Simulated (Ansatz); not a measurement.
Predict the output of the script below (the Python package of Ansatz (0.2.0)).

`tipbo3.py`
```python
# -*- coding: utf-8 -*-
from dataclasses import replace

import ansatz as az
from ase import Atoms
import numpy as np


def main():
    atoms = Atoms(
        ["Ti", "Pb", "O", "O", "O"],
        scaled_positions=[
            [0.5, 0.5, 0.5],
            [0.0, 0.0, 0.0],
            [0.0, 0.5, 0.5],
            [0.5, 0.0, 0.5],
            [0.5, 0.5, 0.0],
        ],
        cell=[
            [3.9639, 0.0, 0.0],
            [0.0, 3.9639, 0.0],
            [0.0, 0.0, 3.9639],
        ],
        pbc=True,
    )
    cell = az.Crystal.from_ase(atoms)

    job = (
        cell.calculation()
        .functional("PBE")
        .basis(19 * az.Ha)
        .occupations("fixed")
        .scf(max_iterations=95)
        .kpoints(6, 6, 6)
    )
    rest = job.relax(cell=True, max_steps=30).run().lattice
    relaxed = az.Crystal(lattice=az.Lattice.of(rest.cell_ang))
    for site in rest.sites:
        relaxed = relaxed.atom(site.symbol, site.position_frac)
    job = replace(job, crystal=relaxed)
    print("relaxed volume {:.3f} A^3".format(abs(np.linalg.det(rest.cell_ang))))
    result = job.elastic("relaxed-ion", amplitude=0.003).run()
    elastic = result.elastic

    print(np.array2string(np.round(elastic.c_gpa, 1) + 0.0, suppress_small=True))
    print("Voigt stress of the unstrained cell (GPa, tension positive):", np.round(elastic.sigma0_gpa, 3) + 0.0)
    print("smallest eigenvalue of C:", round(elastic.stability.min_eigenvalue_gpa, 1), "GPa; tensor positive definite:", elastic.stability.min_eigenvalue_gpa > 0)
    if elastic.stability.min_eigenvalue_gpa > 0:
        for name, value in elastic.moduli.to_plain().items():
            print(f"{name:14s} {value:9.3f}")
        S = np.linalg.inv(elastic.c_gpa)
        print("Young modulus along x, y, z (GPa):", np.round(1 / np.diag(S)[:3], 1))
        print("linear compressibility along x, y, z (1/TPa):", np.round(1000 * S[:3, :3].sum(axis=1), 2))


if __name__ == "__main__":
    main()
```

```console
$ python tipbo3.py
relaxed volume 62.406 A^3
[[282.  118.6 118.6   0.    0.    0. ]
 [118.6 282.  118.6   0.    0.    0. ]
 [118.6 118.6 282.    0.    0.    0. ]
 [  0.    0.    0.   97.7   0.    0. ]
 [  0.    0.    0.    0.   97.7   0. ]
 [  0.    0.    0.    0.    0.   97.7]]
Voigt stress of the unstrained cell (GPa, tension positive): [-0.005 -0.005 -0.005  0.     0.     0.   ]
smallest eigenvalue of C: 97.7 GPa; tensor positive definite: True
k_voigt_gpa      173.079
k_reuss_gpa      173.079
k_hill_gpa       173.079
g_voigt_gpa       91.292
g_reuss_gpa       90.593
g_hill_gpa        90.942
youngs_gpa       232.165
poisson            0.276
Young modulus along x, y, z (GPa): [211.7 211.7 211.7]
linear compressibility along x, y, z (1/TPa): [1.93 1.93 1.93]
```

Reading the output:
- Spin is left out of this run.
- Under fixed occupations the level called the Fermi level is the highest filled one on the SCF mesh; off the mesh a filled band can lie a little above it.
- A positive definite tensor excludes instabilities under uniform strain alone; phonons elsewhere in the zone can still be imaginary.
- Of the deposited cell: it was measured well above room temperature.
- Spin-orbit coupling, which matters for elements this heavy, is left out.
- The structure is a deposited one; some such entries were measured under pressure or heat, so a shift against it needn't be the functional's error alone.
- The constants belong to the cell that was strained; where it wasn't relaxed first it may be under stress.
- The whole script took 63 s on 1 thread of Arm Neoverse V1, on a shared host, peak memory 0.51 GiB.
